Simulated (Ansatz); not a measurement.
# Si on Al(100): change of the work function, part 4 of 4

Wanted: Δφ(θ) for Si/Al(100), starting from the hollow site.

Ansatz 0.2.0; plane-wave DFT, PBE, Ansatz PAW.

So far, work function, upper face (eV): step 2 (the clean slab) 4.29; step 3 (37 atoms, coverage 0.111 ML, cell 3x3) 4.59; step 4 (17 atoms, coverage 0.25 ML, cell 2x2) 4.83.

**5. Adsorbate added, k-mesh 6×6×1, coverage 0.5 ML (continued)**

Step by step:

```tsv
step	energy less that of the first step (eV)	largest force component (eV/Å)
1	0.0000	2.0153
2	-0.4684	1.0292
3	-0.6387	0.0773
4	-0.6408	0.0092
```

The run keeps the 16 symmetry operations that it works with, so distortions that break them were not tested.

The atoms that moved most (Å):

```tsv
atom	dx	dy	dz	length
Si18	0.000	0.000	0.404	0.404
Si17	0.000	0.000	0.404	0.404
Al4	0.000	0.000	0.090	0.090
Al8	0.000	0.000	0.090	0.090
Al16	0.000	0.000	0.090	0.090
Al12	0.000	0.000	0.090	0.090
Al7	0.000	0.000	0.071	0.071
Al11	0.000	0.000	0.071	0.071
```

Final coordinates:

```cif
data_structure
_symmetry_space_group_name_H-M 'P 1'
_symmetry_Int_Tables_number 1
_cell_length_a 5.7276
_cell_length_b 5.7276
_cell_length_c 25.3546
_cell_angle_alpha 90.000
_cell_angle_beta 90.000
_cell_angle_gamma 90.000
_cell_volume 831.76
loop_
_atom_site_label
_atom_site_type_symbol
_atom_site_fract_x
_atom_site_fract_y
_atom_site_fract_z
_atom_site_occupancy
Al1 Al 0.25000 0.25000 0.35497 1
Al2 Al 0.00000 0.00000 0.43483 1
Al3 Al 0.25000 0.25000 0.51425 1
Al4 Al 0.00000 0.00000 0.59856 1
Al5 Al 0.25000 0.75000 0.35497 1
Al6 Al 0.00000 0.50000 0.43483 1
Al7 Al 0.25000 0.75000 0.51689 1
Al8 Al 0.00000 0.50000 0.59856 1
Al9 Al 0.75000 0.25000 0.35497 1
Al10 Al 0.50000 0.00000 0.43483 1
Al11 Al 0.75000 0.25000 0.51689 1
Al12 Al 0.50000 0.00000 0.59856 1
Al13 Al 0.75000 0.75000 0.35497 1
Al14 Al 0.50000 0.50000 0.43483 1
Al15 Al 0.75000 0.75000 0.51425 1
Al16 Al 0.50000 0.50000 0.59856 1
Si17 Si 0.25000 0.25000 0.66098 1
Si18 Si 0.75000 0.75000 0.66098 1
```

The density of states has structure finer than the step of the table below, so its rows give means over 0.5 eV, whole bins alone (the curve runs from -8 to 1.98 eV). Peaks (eV: height): -4.12: 12.5, -1.89: 15.1, -0.72: 13.2, 0.21: 12.4, 0.39: 21.3, 1.35: 18.0, 1.95: 11.8.

Density of states against energy, zero at the Fermi level; means over each step:

```tsv
energy (eV)	density of states (states/eV a cell)
-7.5	4.33
-7.0	3.74
-6.5	2.84
-6.0	5.69
-5.5	5.06
-5.0	5.09
-4.5	5.00
-4.0	6.69
-3.5	5.08
-3.0	7.83
-2.5	8.31
-2.0	7.93
-1.5	6.20
-1.0	8.62
-0.5	8.22
0.0	9.78
0.5	7.22
1.0	5.80
1.5	9.36
```

The relaxation took 4 steps and lowered the energy by 0.64 eV; the largest force on the free atoms ends at 0.0092 eV/Å.

The covered face has 5.03 eV, +0.74 eV against the clean one; the bare back face has moved by +0.07 eV, a measure of how thin the slab is.

**6. The covered slab, k-mesh 12×12×1, coverage 1 ML**

System of this step: Si/Al(100). The cell holds 5 atoms: 4 Al and 1 Si. Its edges and angles: a = 2.864 Å, b = 2.864 Å, c = 25.355 Å, α = 90.0°, β = 90.0°, γ = 90.0°. Vacuum lies along c.

Another coverage, to see how the dipoles act on each other as their distance changes.

input.yaml reads:

```yaml
crystal:
  lattice:
    - [2.8637824638, 0.0, 0.0]
    - [0.0, 2.8637824638, 0.0]
    - [0.0, 0.0, 25.3545757564]
  atoms:
    - { symbol: Al, position: [0.5, 0.5, 0.3549655134] }
    - { symbol: Al, position: [0.0, 0.0, 0.4348327539] }
    - { symbol: Al, position: [0.5, 0.5, 0.5140820504] }
    - { symbol: Al, position: [0.0, 0.0, 0.5949967492] }
    - { symbol: Si, position: [0.5, 0.5, 0.6450344866] }
kpoints:
  mp_grid: { grid: [12, 12, 1] }
hamiltonian:
  xc: pbe
scf:
  occupations: { method: fermi_dirac, width: 0.1 }
  convergence: { dr2_threshold: 1.0e-08 }
efield:
  axis: 3
  dipole_correction: true
  ramp_position: 0.97
  ramp_width: 0.06
relax:
  f_tol: 0.02
  max_steps: 60
  constraints: [{ sites: [0, 1] }]
output:
  write_potential: true
  write_density: true
  volumetric_format: npy
```

Started as:

```
> ansatz run input.yaml --threads 2 --pin off --max-ram 4096MiB --backend cpu --events-out ev --progress --plain --runs-dir out
```

Numbers of over 12 decimals in the logs are rounded to 6 here.

The log of the run:

```text
[...]
Crystal: 5 atoms, lattice volume = 207.939 Å³
Basis set: ecut = 420 eV, 4073 PW (Γ), exchange–correlation on 40×40×360 points (8 copies of the dense FFT grid, shifted against one another)
Bands: 13, of which v1, the nominal top of the filled ones, is band 8 counted from 1 (7 counted from 0)
Symmetry: 8 space group operations
[...]
--- Relaxed structure (6 steps of the walk, 6 accepted, 0 SCFs on fresh bases) ---
  F+E_penalty+E_count = -2784.58331611 eV   max|allowed force component| = 4.925e-4 eV/Å
  atoms:
    - { symbol: Al, position: [0.5, 0.5, 0.3549655134] }
    - { symbol: Al, position: [0.0, 0.0, 0.4348327539] }
    - { symbol: Al, position: [0.5, 0.5, 0.514847] }
    - { symbol: Al, position: [0, 0.0, 0.595697] }
    - { symbol: Si, position: [0.5, 0.5, 0.670966] }
[key lines of the parts left out:]
SCF converged after 5 iterations
Free energy (F): -2784.583316 eV
Fermi energy:    0.500723 eV
Dipole field:    D = -0.014042 V/Å  (p = -0.016136 e·Å, saw-weighted, corrected)
Work function:   Φ+ = 4.7214 eV   Φ− = 4.3654 eV
```

Wall time 35 s (2 threads of Arm Neoverse N1, shared host); peak memory 0.4 GiB; 69 s of CPU time.

Step by step:

```tsv
step	energy less that of the first step (eV)	largest force component (eV/Å)
1	0.0000	2.9917
2	-0.4881	1.6389
3	-0.7571	0.6283
4	-0.8159	0.1352
5	-0.8221	0.0269
6	-0.8222	0.0005
```

Forces are held to the 8 operations that the run works with; a distortion that breaks them can't arise in this run.

The atoms that moved most (Å):

```tsv
atom	dx	dy	dz	length
Si5	0.000	0.000	0.657	0.657
Al3	0.000	0.000	0.019	0.019
Al4	0.000	0.000	0.018	0.018
```

Final coordinates:

```xyz
5
Lattice="2.8638 0.0000 0.0000 0.0000 2.8638 0.0000 0.0000 0.0000 25.3546" Properties=species:S:1:pos:R:3
Al    1.4319    1.4319    9.0000
Al    0.0000    0.0000   11.0250
Al    1.4319    1.4319   13.0537
Al    0.0000    0.0000   15.1036
Si    1.4319    1.4319   17.0121
```

The relaxation took 6 steps and lowered the energy by 0.82 eV; the largest force on the free atoms ends at 4.9e-4 eV/Å.

The covered face has 4.72 eV, +0.43 eV against the clean one; the bare back face has moved by +0.06 eV, a measure of how thin the slab is.

**7. Work function against coverage**

This step: plane-wave DFT, PBE, Ansatz PAW; work function against coverage (Ansatz 0.2.0).

The runs are now put side by side.

Numbers from this step:

- work function of the clean face: 4.293 eV
- largest change of the work function: 0.7374 eV

Work function of the covered face against coverage:

```tsv
coverage (adsorbates/nm²)	work function of the covered face (eV)
0.00	4.29
1.35	4.59
3.05	4.83
6.10	5.03
12.19	4.72
```

The dipole per adsorbate comes from the change of the cell's dipole. Coverage, by row:

```tsv
coverage (1/nm²)	coverage (ML)	work function (eV)	change (eV)	dipole per adsorbate, positive end outwards (debye)	mean height of the added atoms over the highest substrate atom (Å)
1.355	0.1111	4.591	0.2982	-0.472	1.598
3.048	0.25	4.831	0.5382	-0.386	1.587
6.097	0.5	5.03	0.7374	-0.29	1.583
12.19	1	4.721	0.4285	-0.079	1.908
```

**8. Summary of results**

```
work function of the clean face                        : 4.29 eV
work function at 0.11 ML                               : 4.59 eV
work function at 0.25 ML                               : 4.83 eV
work function at 0.5 ML                                : 5.03 eV
work function at 1 ML                                  : 4.72 eV
dipole per adsorbate at 0.11 ML, positive end outwards : -0.47 D
```

**Reading.** Si raises the work function of Al(100) at the lowest coverage, by 0.30 eV: the adsorbate layer has its negative end outwards. The dipole per adsorbate falls from 0.47 to 0.08 D as the layer fills. Neighbouring dipoles depolarise each other, and heights and bonding change with coverage too. The slab has 4 layers, at the tabulated experimental lattice constant, one starting site was run, and quantum-size effects of a slab this thin can reach one or two tenths of an eV.

[Logs are printed without paths, hosts, clocks, repeated set-up lines and the standing remarks that a program may print on its own settings, such as how far it seeks lower states.]

[Hosts, paths, dates, database ids (printed as entryN), source tags and the programs' standing remarks are cut or masked in the printed files.]

[Maps of the electrostatic potential energy from Ansatz leave out the sawtooth potential of an applied field or a dipole correction, so their vacuum need not be flat; planar profiles and work functions include it.]
